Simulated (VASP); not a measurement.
**Fe: single point with PBE**

The system is Fe.

```
Fe
1.0
     2.82926    0.00000    0.00000
     0.00000    2.82926    0.00000
     1.41463   -1.41463    1.41463
Fe
1
Direct
  0.00000 0.00000 0.00000
```

```json
{
 "Program": "VASP 6.6.1",
 "Task": "single point",
 "Functional": "PBE",
 "Potentials or basis": "VASP PAW PBE potentials, release 64 (Fe)",
 "Cutoff": "520 eV",
 "k mesh": "14 × 14 × 38",
 "Occupations": "methfessel-paxton, width 0.1 eV",
 "Spin": "collinear spin, ferromagnetic start",
 "Starting moments": "[2.4] μB"
}
```

| Quantity | Value |
| --- | --- |
| Pressure | 0.2 GPa |
| Band gap on the k mesh | none (metal or under the smearing width) |
| Net moment | 2.18 μB per cell |
| Site moments | Fe +2.18 μB |
| Valence electrons inside the program's atomic spheres | Fe 7.28 |

Levels at points of the mesh, in eV from the Fermi level:
Spin up:
```
           k point  band 1  band 2  band 3  band 4  band 5  band 6  band 7  band 8  band 9
(0.00, 0.00, 0.00)   -8.46   -2.31   -2.31   -2.31   -1.10   -1.10   25.05   25.05   25.05
(0.50, 0.00, 0.00)   -4.94   -3.40   -1.03   -0.91    0.39    0.51    7.38   18.39   20.27
(0.00, 0.00, 0.50)   -4.87   -4.87    0.12    0.12    0.12    9.95    9.95    9.95   15.67
```
Spin down:
```
           k point  band 1  band 2  band 3  band 4  band 5  band 6  band 7  band 8
(0.00, 0.00, 0.00)   -8.29   -0.41   -0.41   -0.41    1.65    1.65   24.80   24.80
(0.50, 0.00, 0.00)   -3.67   -1.70    0.62    1.50    1.91    2.59    8.74   18.44
(0.00, 0.00, 0.50)   -3.05   -3.05    2.29    2.29    2.29   10.22   10.22   10.22
```

Core levels (eV, on the scale of the bands):
| atom | levels |
| --- | --- |
| 1 Fe | 1s -6986.0, 2s -807.1, 2p -685.9, 3s -80.9, 3p -47.0 |

Run time: 5 min on 1 thread of Intel(R) Xeon(R) Platinum 8259CL CPU @ 2.50GHz (Skylake/Cascade Lake), on a shared host, peak memory 0.42 GiB.
